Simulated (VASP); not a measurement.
# Mg (I4/mmm) in VASP: a series of runs

The runs below take Mg through single point, with LDA.

Program: VASP 6.6.1. These are calculated values, not measurements. Logs are shortened: lines on timing, memory, paths and dates and some standing lists are left out, and cuts for length are marked.

## 1. Starting point

Symmetry: I4/mmm, No. 139, tetragonal system. The conventional cell has a = 3.351 Å, b = 3.351 Å, c = 4.028 Å, α = 90.00°, β = 90.00°, γ = 90.00°. Around Mg (site symmetry 4/mmm) lie 12 Mg at 3.11 to 3.35 Å.

This isn't the form of Mg at room conditions, which is hcp.

## 2. Single point, LDA

File INCAR:

```
SYSTEM = Mg
ALGO = Normal
EDIFF = 1E-7
ENCUT = 520
GGA = CA
ISIF = 2
ISMEAR = 0
LASPH = .True.
LCHARG = .False.
LREAL = .False.
LWAVE = .False.
NBANDS = 7
NELM = 100
PREC = Accurate
SIGMA = 0.15
```

File KPOINTS:

```
k-points
0
Gamma
  20 20 20
  0 0 0
```

File POSCAR:

```
Mg
1.0
    0.0000000000      2.3691874296      2.0138093152
    2.3691874296      0.0000000000      2.0138093152
    2.3691874296      2.3691874296      0.0000000000
Mg
1
Direct
    0.0000000000      0.0000000000      0.0000000000
```

Potentials or basis: VASP PAW LDA potentials, release 64 (Mg).

Launch:

```console
> cat potpaw_LDA.64/Mg/POTCAR > POTCAR
> mpirun -np 1 vasp_std > vasp.out
```

OUTCAR:

```text
SYSTEM = Mg
   EDIFF = 1E-7
   ENCUT = 520
   GGA = CA
   ISIF = 2
   ISMEAR = 0
   LASPH = .True.
   LREAL = .False.
   NELM = 100
   PREC = Accurate

 ion  position               nearest neighbor table
   1  0.000  0.000  0.000-

  LATTYP: Found a body centered tetragonal cell.
 ALAT       =     3.3505369947
 C/A-ratio  =     1.2020815280

  Lattice vectors:

 A1 = (   0.0000000000,  -2.3691874296,  -2.0138093152)
 A2 = (   0.0000000000,   2.3691874296,  -2.0138093152)
 A3 = (   2.3691874296,   0.0000000000,   2.0138093152)

Analysis of symmetry for initial positions (statically):
=====================================================================
 Subroutine PRICEL returns:
 Original cell was already a primitive cell.

 Routine SETGRP: Setting up the symmetry group for a
 body centered tetragonal supercell.

 Subroutine GETGRP returns: Found 16 space group operations
 (whereof 16 operations were pure point group operations)
 out of a pool of 16 trial point group operations.

The static configuration has the point symmetry D_4h.

Analysis of symmetry for dynamics (positions and initial velocities):
=====================================================================
 Subroutine PRICEL returns:
 Original cell was already a primitive cell.

 Routine SETGRP: Setting up the symmetry group for a
 body centered tetragonal supercell.

 Subroutine GETGRP returns: Found 16 space group operations
 (whereof 16 operations were pure point group operations)
 out of a pool of 16 trial point group operations.

The dynamic configuration has the point symmetry D_4h.

 Subroutine INISYM returns: Found 16 space group operations
 (whereof 16 operations are pure point group operations),
 and found     1 'primitive' translations

----------------------------------------------------------------------------------------

                                     Primitive cell

  volume of cell :      22.6072

  direct lattice vectors                    reciprocal lattice vectors
     0.000000000  2.369187430  2.013809315    -0.211042822  0.211042822  0.248285672
     2.369187430  0.000000000  2.013809315     0.211042822 -0.211042822  0.248285672
     2.369187430  2.369187430  0.000000000     0.211042822  0.211042822 -0.248285672

  length of vectors
     3.109417475  3.109417475  3.350536995     0.388231787  0.388231787  0.388231787

  position of ions in fractional coordinates (direct lattice)
     0.000000000  0.000000000  0.000000000

  ion indices of the primitive-cell ions
   primitive index   ion index
                 1           1

----------------------------------------------------------------------------------------

 KPOINTS: k-points

Automatic generation of k-mesh.
 Grid dimensions read from file:
 generate k-points for:   20   20   20

 Generating k-lattice:

  Cartesian coordinates                     Fractional coordinates (reciprocal lattice)
    -0.010552141  0.010552141  0.012414284     0.050000000  0.000000000  0.000000000
     0.010552141 -0.010552141  0.012414284     0.000000000  0.050000000  0.000000000
     0.010552141  0.010552141 -0.012414284     0.000000000  0.000000000  0.050000000

  Length of vectors
     0.019411589  0.019411589  0.019411589

  Shift w.r.t. Gamma in fractional coordinates (k-lattice)
     0.000000000  0.000000000  0.000000000

 Subroutine IBZKPT returns following result:
 ===========================================

 Found    641 irreducible k-points:

 Following reciprocal coordinates:
            Coordinates               Weight
  0.000000  0.000000  0.000000      1.000000
  0.050000  0.000000  0.000000      8.000000
  0.100000  0.000000  0.000000      8.000000
  0.150000 -0.000000  0.000000      8.000000
  0.200000  0.000000  0.000000      8.000000
  0.250000  0.000000  0.000000      8.000000
[... 16 lines left out ...]
 -0.400000  0.050000  0.000000      8.000000
 -0.350000  0.050000  0.000000      8.000000
 [... further k-points ...]
   k-points           NKPTS =    641   k-points in BZ     NKDIM =    641   number of bands    NBANDS=      7
   number of dos      NEDOS =    301   number of ions     NIONS =      1
   total plane-waves  NPLWV =  16128
   dimension x,y,z NGX =    24 NGY =   24 NGZ =   28
   dimension x,y,z NGXF=    48 NGYF=   48 NGZF=   56
   ions per type =               1
   NGX,Y,Z   is equivalent  to a cutoff of  12.83, 12.83, 13.89 a.u.
   NGXF,Y,Z  is equivalent  to a cutoff of  25.66, 25.66, 27.79 a.u.
 SYSTEM =  Mg
   PREC   = accura    normal or accurate (medium, high low for compatibility)
   ISTART =      0    job   : 0-new  1-cont  2-samecut
   ICHARG =      2    charge: 1-file 2-atom 10-const
   ISPIN  =      1    spin polarized calculation?
   LNONCOLLINEAR =      F non collinear calculations
   LSORBIT =      F    spin-orbit coupling
   LASPH  =      T    aspherical Exc in radial PAW
   ENCUT  =  520.0 eV  38.22 Ry    6.18 a.u.   5.78  5.78  6.23*2*pi/ulx,y,z
   NELM   =    100;   NELMIN=  2; NELMDL= -5     # of ELM steps
   EDIFF  = 0.1E-06   stopping-criterion for ELM
   LREAL  =      F    real-space projection
   EDIFFG = 0.1E-05   stopping-criterion for IOM
   NSW    =      0    number of steps for IOM
   IBRION =     -1    ionic relax: 0-MD 1-quasi-New 2-CG
   NFREE  =      0    steps in history (QN), initial steepest desc. (CG)
   ISIF   =      2    stress and relaxation
   ISYM   =      2    0-nonsym 1-usesym 2-fastsym
   POTIM  = 0.5000    time-step for ionic-motion
   TEBEG  =    0.0;   TEEND  =   0.0 temperature during run
   PSTRESS=    0.0 pullay stress
   NELECT =       2.0000    total number of electrons
   NUPDOWN=      -1.0000    fix difference up-down
   EMIN   =  10.00;   EMAX   =-10.00  energy-range for DOS
   EFERMI =   0.00;   METHOD = LEGACY
   ISMEAR =     0;   SIGMA  =   0.15  broadening in eV -4-tet -1-fermi 0-gaus
   EFERMI_NEDOS =   21; number of points for ismear=-14 and -15
   IALGO  =     38    algorithm
   IMIX   =      4    mixing-type and parameters
     AMIX     =   0.40;   BMIX     =  1.00
     AMIX_MAG =   1.60;   BMIX_MAG =  1.00
  volume/ion in A,a.u.               =      22.61       152.56
  Fermi-wavevector in a.u.,A,eV,Ry     =   0.729462  1.378483  7.239854  0.532114
  Thomas-Fermi vector in A             =   1.821189
   LORBIT       =      0    0 simple, 1 ext, 2 COOP (PROOUT), +10 PAW based schemes
   GGA     = CA    functional components
   LHFCALC =     F    Hartree Fock is set to
   AEXX    =    0.0000 exact exchange contribution
   IVDW    =     0    specifies the selected vdW correction
   LEPSILON=     F    determine dielectric tensor
   LRPA    =     F    only Hartree local field effects (RPA)
 non-spin polarized calculation
 Gauss-broadening in eV      SIGMA  =   0.15
  energy-cutoff  :      520.00
  volume of cell :       22.61
 maximum number of plane-waves:       624
   NGX = 11   NGY = 11   NGZ = 13

 number of electron       2.0000000 magnetization

 Free energy of the ion-electron system (eV)
  ---------------------------------------------------
  ext. energy  EPLUGINS =         0.00000000
  ---------------------------------------------------
  free energy    TOTEN  =        -1.78591672 eV

  energy without entropy =       -1.78159333  energy(sigma->0) =       -1.78375502

 E-fermi :   2.5612     XC(G=0):  -8.7307

 val. band max:        2.5465620591   @ k =   0.5000   0.1500   0.0500
 cond. band min:       2.5622176932   @ k =  -0.3500   0.1000   0.3000
 fundamental gap:      0.0156556341
 Fermi energy:         2.5612041336

 k-point     1 :       0.0000    0.0000    0.0000
  band No.  band energies     occupation
      1      -4.4349      2.00000
      2      14.8551      0.00000
      3      14.8551      0.00000
      4      15.9598      0.00000
      5      16.8198      0.00000
      6      17.1342      0.00000
      7      17.1342      0.00000

 k-point     2 :       0.0500    0.0000    0.0000
  band No.  band energies     occupation
      1      -4.3781      2.00000
      2      14.0766      0.00000
      3      14.6550      0.00000
      4      15.5597      0.00000
      5      16.9782      0.00000
      6      17.3090      0.00000
      7      17.3972      0.00000

 k-point     3 :       0.1000    0.0000    0.0000
  band No.  band energies     occupation
      1      -4.2080      2.00000
      2      12.5165      0.00000
      3      14.2341      0.00000
      4      15.2121      0.00000
      5      17.0426      0.00000
      6      17.0892      0.00000
      7      17.5369      0.00000

 k-point     4 :       0.1500   -0.0000    0.0000
  band No.  band energies     occupation
      1      -3.9250      2.00000
      2      10.8559      0.00000
      3      13.7866      0.00000
      4      14.9055      0.00000
      5      16.3142      0.00000
      6      16.8571      0.00000
      7      17.8846      0.00000

 k-point     5 :       0.2000    0.0000    0.0000
  band No.  band energies     occupation
      1      -3.5304      2.00000
      2       9.2260      0.00000
      3      13.3844      0.00000
      4      14.6293      0.00000
      5      15.5663      0.00000
      6      16.6018      0.00000
      7      17.5715      0.00000

 k-point     6 :       0.2500    0.0000    0.0000
  band No.  band energies     occupation
      1      -3.0253      2.00000
      2       7.6605      0.00000
      3      13.0519      0.00000
      4      14.3950      0.00000
      5      14.8921      0.00000
      6      16.2312      0.00000
      7      17.3386      0.00000

 k-point     7 :       0.3000   -0.0000    0.0000
  band No.  band energies     occupation
      1      -2.4117      2.00000
      2       6.1730      0.00000
      3      12.7978      0.00000
      4      14.2165      0.00000
      5      14.3087      0.00000
      6      15.7737      0.00000
      7      17.3488      0.00000
[... 121 lines left out ...]
 k-point    20 :       0.4500    0.0500    0.0000
  band No.  band energies     occupation
      1      -0.0702      2.00000
      2       2.5102      1.36968
      3      11.7175      0.00000
      4      13.2693      0.00000
      5      14.1128      0.00000
      6      15.3584      0.00000
      7      18.1260      0.00000

 k-point    21 :       0.5000    0.0500    0.0000
  band No.  band energies     occupation
      1       0.8684      2.00000
      2       1.4383      2.00000
      3      11.8232      0.00000
      4      13.3842      0.00000
      5      13.8765      0.00000
      6      15.0062      0.00000
      7      17.5671      0.00000

 k-point    22 :      -0.4500    0.0500    0.0000
  band No.  band energies     occupation
      1       0.2789      2.00000
      2       2.0899      1.99999
      3      12.0248      0.00000
      4      13.5905      0.00000
      5      13.7333      0.00000
      6      14.7178      0.00000
      7      17.1271      0.00000

 k-point    23 :      -0.4000    0.0500    0.0000
  band No.  band energies     occupation
      1      -0.6551      2.00000
      2       3.2812      0.00000
      3      12.3228      0.00000
      4      13.6827      0.00000
      5      13.8737      0.00000
      6      14.4968      0.00000
      7      16.8283      0.00000

 k-point    24 :      -0.3500    0.0500    0.0000
  band No.  band energies     occupation
      1      -1.4962      2.00000
      2       4.5742      0.00000
      3      12.7163      0.00000
      4      13.7242      0.00000
      5      14.1128      0.00000
      6      14.4554      0.00000
      7      16.6810      0.00000

 [... further k-points ...]

------------------------ aborting loop because EDIFF is reached ----------------------------------------

  FORCE on cell =-STRESS in cart. coord.  units (eV):
  Direction    XX          YY          ZZ          XY          YZ          ZX
  --------------------------------------------------------------------------------------
  -------------------------------------------------------------------------------------
  Total       -0.2972060     -0.2972060     -0.1597409      0.0000000      0.0000000      0.0000000
  in kB      -21.0630395    -21.0630395    -11.3208643      0.0000000      0.0000000      0.0000000
  external PRESSURE =     -17.8156478 kB  Pullay stress =       0.0000000 kB

 VOLUME and BASIS-vectors are now :
 -----------------------------------------------------------------------------
  energy-cutoff  :      520.00
  volume of cell :       22.61
      direct lattice vectors                 reciprocal lattice vectors
     0.000000000  2.369187430  2.013809315    -0.211042822  0.211042822  0.248285672
     2.369187430  0.000000000  2.013809315     0.211042822 -0.211042822  0.248285672
     2.369187430  2.369187430  0.000000000     0.211042822  0.211042822 -0.248285672

 POSITION                                       TOTAL-FORCE (eV/Angst)
 -----------------------------------------------------------------------------------
      0.00000      0.00000      0.00000         0.000000      0.000000      0.000000
 -----------------------------------------------------------------------------------
    total drift:                               -0.000000     -0.000000     -0.000000

  FREE ENERGIE OF THE ION-ELECTRON SYSTEM (eV)
  ---------------------------------------------------
  free  energy   TOTEN  =        -1.7859167231 eV

  energy  without entropy=       -1.7815933251  energy(sigma->0) =       -1.78375502
```

Run time: 24 s. Hardware: 1 thread of Intel Xeon 6975P-C (Granite Rapids), shared host; peak memory 0.21 GiB.

Results:

```yaml
Free_energy: -1.7859 eV
Pressure: -1.8 GPa
Band_gap_on_the_k_mesh: none (metal or under the smearing width)
```

Levels at points of the mesh, in eV from the Fermi level:
```
           k point  band 1  band 2  band 3  band 4  band 5  band 6
(0.00, 0.00, 0.00)   -7.00   12.29   12.29   13.40   14.26   14.57
(0.50, 0.00, 0.00)   -1.67   -1.26    9.92   10.55   11.57   11.96
(0.50, 0.50, 0.00)    1.38    2.47    5.08    5.39    5.39    8.37
(0.50, 0.00, 0.50)   -0.87   -0.05    6.98    7.71    8.25   10.55
```

## 3. Single point, LDA

This run uses another cell than the first one, of the same volume but with other edges.

File INCAR:

```
SYSTEM = Mg
PREC = Accurate
ENCUT = 520
EDIFF = 1E-6
ISMEAR = 0
SIGMA = 0.15
LREAL = .False.
LASPH = .True.
NELM = 100
ALGO = Normal
ISIF = 2
LWAVE = .False.
LCHARG = .False.
GGA = CA
NBANDS = 7
```

File KPOINTS:

```
regular mesh
0
Gamma
  20 20 20
  0 0 0
```

File POSCAR:

```
Mg
1.0
    0.0000000000      2.5192190033      1.7810878354
    2.5192190033      0.0000000000      1.7810878354
    2.5192190033      2.5192190033      0.0000000000
Mg
1
Direct
    0.0000000000      0.0000000000      0.0000000000
```

Potentials or basis: VASP PAW LDA potentials, release 64 (Mg).

Launch:

```console
> cat potpaw_LDA.64/Mg/POTCAR > POTCAR
> mpirun -np 1 vasp_std > vasp.out
```

Run time: 22 s. Hardware: 1 thread of Intel Xeon 6975P-C (Granite Rapids), shared host; peak memory 0.21 GiB.

The run converged. Its results:

* Free energy: -1.7767 eV
* Pressure: -2.0 GPa
* Band gap on the k mesh: none (metal or under the smearing width)

Levels at points of the mesh, in eV from the Fermi level:
```csv
k point,band 1,band 2,band 3,band 4,band 5
"(0.00, 0.00, 0.00)",-7.02,13.00,13.01,13.01,15.00
"(0.50, 0.00, 0.00)",-1.50,-0.97,8.65,9.28,10.25
"(0.50, 0.50, 0.00)",3.83,3.83,3.83,4.05,4.05
"(0.50, 0.00, 0.50)",-1.50,-0.97,8.66,9.28,10.25
```
